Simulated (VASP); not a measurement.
Crystal: HfC.

```xyz
2
Lattice="0.0000 2.3250 2.3250 2.3250 0.0000 2.3250 2.3250 2.3250 0.0000" Properties=species:S:1:pos:R:3 pbc="T T T"
Hf    2.3250    2.3250    2.3250
C     0.0000    0.0000    0.0000
```

- Program: VASP 6.6.1
- Task: relaxation of cell and atoms
- Functional: PBE
- Dispersion: D4
- Potentials or basis: VASP PAW PBE potentials, release 64 (Hf_pv, C)
- Cutoff: 600 eV
- k mesh: 10 × 10 × 10
- Occupations: fermi-dirac, width 0.05 eV
- Spin: no spin polarisation

At the start: pressure -4.0 GPa; volume 12.57 Å³/atom.

How do energy, volume and symmetry change on relaxing?

Over 3 steps the energy falls by 2.7 meV/atom and the volume is 12.36 Å³/atom (-1.7 %); space group Fm-3m (No. 225, to 0.05 Å).

Step by step:
```tsv
step	energy change (eV)	largest force (eV/Å)	pressure (GPa)	volume (Å³)
1	0.0000	0.0000	-4.03	25.14
2	0.0110	0.0000	7.60	24.00
3	-0.0054	0.0000	-0.03	24.72
```

Final structure:
```cif
data_structure
_symmetry_space_group_name_H-M 'P 1'
_symmetry_Int_Tables_number 1
_cell_length_a 3.2696
_cell_length_b 3.2696
_cell_length_c 3.2696
_cell_angle_alpha 60.000
_cell_angle_beta 60.000
_cell_angle_gamma 60.000
_cell_volume 24.72
loop_
_atom_site_label
_atom_site_type_symbol
_atom_site_fract_x
_atom_site_fract_y
_atom_site_fract_z
_atom_site_occupancy
Hf1 Hf 0.50000 0.50000 0.50000 1
C1 C 0.00000 0.00000 0.00000 1
```

Caveat: pairwise dispersion overbinds metals, which lowers pressure and volume.
